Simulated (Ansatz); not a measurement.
A run of Ansatz 0.2.0 is set up as follows.

Contents of input.yaml:

```yaml
crystal:
  lattice:
    - [2.34464976, -1.71339982, 0.0]
    - [2.34464976, 1.71339982, 0.0]
    - [-0.86054991, 0.0, 5.05943948]
  atoms:
    - { symbol: Cu, position: [0.0032, 0.4968, 0.0] }
    - { symbol: Cu, position: [0.4968, 0.0032, 0.5] }
    - { symbol: O, position: [0.5714, 0.4056, 0.2537] }
    - { symbol: O, position: [0.4056, 0.5714, 0.7537] }
hamiltonian:
  xc: pbe
  pseudopotentials: { kind: paw }
  hubbard: { sites: [{ species: Cu, l: d, u_eff: 6.0 }] }
kpoints:
  mp_grid: { grid: [10, 10, 5] }
  band_path:
    path:
      - [[0.0, 0.0, 0.0], [-0.5, -0.5, 0.0], [-0.5249461988, -0.5249461988, 0.3256423996], [-0.5, -0.5, 0.5], [-0.6336779992, -0.3663220008, 0.5]]
      - [[-0.3663220008, 0.3663220008, 0.5], [0.0, 0.0, 0.5], [-0.4750538012, -0.4750538012, 0.6743576004]]
      - [[-0.5, -0.5, 0.0], [-0.612631459, -0.387368541, 0.0]]
      - [[-0.387368541, 0.387368541, 0.0], [0.0, 0.0, 0.0], [-0.5, 0.0, 0.0]]
      - [[-0.5, 0.0, 0.5], [0.0, 0.0, 0.0]]
    npoints: 14
scf:
  occupations: { method: fermi_dirac, width: 0.05 }
  n_extra_bands: 10
output:
  forces: true
  stress: true
  eigenvalues: true
  fatbands: false
```

Potentials or basis: Ansatz PAW.

Launch:

```console
$ ansatz run input.yaml --threads 2 --pin off --max-ram 5632MiB --backend cpu --events-out ev --progress --plain --runs-dir out
```

Problem. What does it give for the pressure?

Solution. 8.8 GPa.

Problem. Estimate the band gap on the k mesh.

Solution. None (metal or under the smearing width).

Problem. What does it give for the largest force?

Solution. 0.847 eV/Å.

Levels at the corners of the path, in eV from the Fermi level:
| point | band 23 | band 24 | band 25 | band 26 | band 27 | band 28 |
| --- | --- | --- | --- | --- | --- | --- |
| Γ | -2.50 | -2.15 | 0.26 | 0.99 | 2.11 | 6.69 |
| Y | -2.22 | -2.14 | -1.03 | 1.17 | 4.07 | 7.80 |
| F | -2.34 | -1.88 | -0.86 | 0.23 | 4.97 | 6.87 |
| L | -1.97 | -1.97 | -0.45 | -0.45 | 5.95 | 5.95 |
| I | -2.31 | -2.31 | -0.35 | -0.35 | 6.54 | 6.54 |
| I1 | -2.31 | -2.31 | -0.35 | -0.35 | 6.54 | 6.54 |
| Z | -1.79 | -1.79 | 0.33 | 0.33 | 4.42 | 4.42 |
| F1 | -2.34 | -1.88 | -0.86 | 0.23 | 4.97 | 6.87 |
| Y | -2.22 | -2.14 | -1.03 | 1.17 | 4.07 | 7.80 |
| X1 | -2.29 | -1.95 | -1.59 | 1.00 | 5.52 | 7.93 |
| X | -2.29 | -1.95 | -1.59 | 1.00 | 5.52 | 7.93 |
| Γ | -2.50 | -2.15 | 0.26 | 0.99 | 2.11 | 6.69 |
| N | -2.33 | -1.79 | 0.04 | 0.38 | 5.60 | 6.97 |
| M | -2.61 | -2.58 | -0.21 | 0.78 | 5.77 | 7.16 |
| Γ | -2.50 | -2.15 | 0.26 | 0.99 | 2.11 | 6.69 |

Caveat: the pressure holds a Pulay correction of +0.7 GPa for the finite cutoff; the run has no spin polarisation, though such a crystal can be magnetic; U without spin polarisation on a metal has little footing.
